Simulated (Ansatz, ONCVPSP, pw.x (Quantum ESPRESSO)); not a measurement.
# Al (Z = 13): does the ONCV potential hold in the solid?

aluminium (Al), optimised norm-conserving Vanderbilt (ONCV), made with ONCVPSP 4.0.1.1 (patched build) (PBEsol, scalar-relativistic). Core [Ne], reference 3s2 3p1. Waves: 3s: rc 1.95 bohr, ncon 4, nbas 8, qcut 2.6 1/bohr, 2 projectors, debl 1.3 Ha; 3p: rc 1.95 bohr, ncon 3, nbas 7, qcut 4.1 1/bohr, 2 projectors, debl 1.8 Ha; d scattering state at 0.43 Ha: rc 2.15 bohr, ncon 4, nbas 9, qcut 4.2 1/bohr, 2 projectors, debl 0.5 Ha. Local part: polynomial inside 1.45 bohr (lpopt 4, dvloc0 0 Ha). Core correction: Teter function fitted to the true core (icmod 2), fcfact 0.45.

Atomic tests: cutoffs needed: 12 Ha and 41 Ha (the cutoffs (Ha) at which the residual kinetic energy of the hardest occupied pseudo-wave falls to 1 and 0.1 mHa per electron); ghost test: no bound ghost flagged; GHOST(+) flagged for s at 99.0 eV; largest excitation error: -20 meV (all-electron minus pseudo) for 3s0 3p3, out of 4 test configurations.

Crystal test: bcc Al in pw.x 7.5, no spin, 14³ k-points, Fermi–Dirac smearing 0.01 Ry, cutoffs 95/380 Ry. The reference is all-electron LAPW (Ansatz 0.2.0) with the same functional, mesh and smearing; V0 and B0 come from Birch–Murnaghan fits to the pressures at five volumes. Errors are pseudo minus all-electron; Δ is the rms difference of the E(V) curves that follow from these fits, minima aligned, over ±6 % about the mean V0. Mesh and smearing are coarse, so the numbers serve the comparison and aren't converged zero-temperature values; the lattice is a test structure that the element need not adopt.

All-electron: a0 = 3.215 Å (V0 = 16.61 Å³/atom), B0 = 72.6 GPa.

How far does the potential miss the all-electron equation of state?

mean pressure error (GPa): -0.33; a0 (Å): 3.210; a0 error (%): -0.15; B0 error (%): -0.8; Δ (meV/atom): 1.2.

```json
{"V (Å³/atom)": "15.746", "P all-electron (GPa)": "4.37", "P pseudo (GPa)": "3.93"}
{"V (Å³/atom)": "16.161", "P all-electron (GPa)": "2.13", "P pseudo (GPa)": "1.75"}
{"V (Å³/atom)": "16.575", "P all-electron (GPa)": "0.16", "P pseudo (GPa)": "-0.16"}
{"V (Å³/atom)": "16.989", "P all-electron (GPa)": "-1.55", "P pseudo (GPa)": "-1.83"}
{"V (Å³/atom)": "17.404", "P all-electron (GPa)": "-3.06", "P pseudo (GPa)": "-3.30"}
```

At the middle volume, how do free energy and pressure move when the wave cutoff is lowered (ecutrho kept at four times it)?

```tsv
cutoff (Ry)	shift of F (meV/atom)	shift of P (GPa)
43	+22.8	-0.26
57	+17.2	+0.05
76	+7.7	-0.29
```

Input at the middle volume:

```
&control
  calculation='scf', prefix='x', pseudo_dir='./', outdir='./tmp', tstress=.true., disk_io='low'
/
&system
  ibrav=0, nat=1, ntyp=1, ecutwfc=95, ecutrho=380, nbnd=8,
  occupations='smearing', smearing='fd', degauss=0.01
/
&electrons
  conv_thr=1e-09, mixing_beta=0.4, electron_maxstep=70
/
ATOMIC_SPECIES
Al 1.0 Al.UPF
CELL_PARAMETERS angstrom
  -1.60619344 1.60619344 1.60619344
  1.60619344 -1.60619344 1.60619344
  1.60619344 1.60619344 -1.60619344
ATOMIC_POSITIONS crystal
Al 0.0000 0.0000 0.0000
K_POINTS automatic
14 14 14 0 0 0
```

```bash
pw.x < Al.scf.in > Al.scf.out
```

Lines of the output:

```
Message from routine setup:
     using ibrav=0 with symmetry is DISCOURAGED, use correct ibrav instead
     lattice parameter (alat)  =       5.2572  a.u.
     unit-cell volume          =     111.8536 (a.u.)^3
     number of electrons       =         3.00
     number of Kohn-Sham states=            8
     kinetic-energy cutoff     =      95.0000  Ry
     charge density cutoff     =     380.0000  Ry
     scf convergence threshold =      1.0E-09
     Exchange-correlation= PBESOL
     number of k points=   104  Fermi-Dirac smearing, width (Ry)=  0.0100
     iteration #  1     ecut=    95.00 Ry     beta= 0.40
     total energy              =      -5.51355078 Ry
     estimated scf accuracy    <       0.00538122 Ry
     iteration #  2     ecut=    95.00 Ry     beta= 0.40
     total energy              =      -5.51273925 Ry
     estimated scf accuracy    <       0.00168468 Ry
     iteration #  3     ecut=    95.00 Ry     beta= 0.40
     total energy              =      -5.51281553 Ry
     estimated scf accuracy    <       0.00000127 Ry
     iteration #  4     ecut=    95.00 Ry     beta= 0.40
     total energy              =      -5.51281733 Ry
     estimated scf accuracy    <       0.00000001 Ry
     iteration #  5     ecut=    95.00 Ry     beta= 0.40
     total energy              =      -5.51281733 Ry
     estimated scf accuracy    <          3.9E-09 Ry
     iteration #  6     ecut=    95.00 Ry     beta= 0.40
     the Fermi energy is     7.7999 ev
!    total energy              =      -5.51281733 Ry
     estimated scf accuracy    <          1.3E-10 Ry
     smearing contrib. (-TS)   =      -0.00173417 Ry
     The total energy is F=E-TS. E is the sum of the following terms:
     one-electron contribution =       2.93455058 Ry
     hartree contribution      =       0.00422222 Ry
     xc contribution           =      -3.05443028 Ry
     ewald contribution        =      -5.39542568 Ry
     convergence has been achieved in   6 iterations
          total   stress  (Ry/bohr**3)                   (kbar)     P=       -1.59
```

The run at the middle volume (104 k-points, 6 iterations) took about 31 s on one core of a shared host (Neoverse-N1, 64 threads, 124 GiB, load 49).
